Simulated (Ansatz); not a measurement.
The parent structure is InN in the wurtzite structure (space group P6_3mc, No. 186; a = 3.581 Å, c = 5.788 Å).

Calculations: DFT with PBE, PAW potentials and a 420 eV plane-wave cutoff in Ansatz (a first-principles code), scalar-relativistic without spin-orbit coupling, earlier PAW set.

One change was made to it. Results:

```tsv
quantity	base	after
shortest interatomic distance	2.183 Å	2.173 Å
c/a ratio	1.616	1.616
```

Problem. Which change produced these results?
(A) pressure 45 GPa
(B) pressure 1.8 GPa
(C) pressure 30 GPa

Solution. B, pressure 1.8 GPa. For comparison, the shortest interatomic distance in the other runs: pressure 30 GPa gives 2.065 Å; pressure 45 GPa gives 2.027 Å.

Load acts through the strain it causes; cell and atoms are relaxed under it. Whether these cells are dynamically stable was not tested. Tetrahedral semiconductors of this kind turn to denser phases somewhere between about 1 and 50 GPa; those were not computed, so compressed cells here can lie past the real transition. All final runs are without spin polarisation.
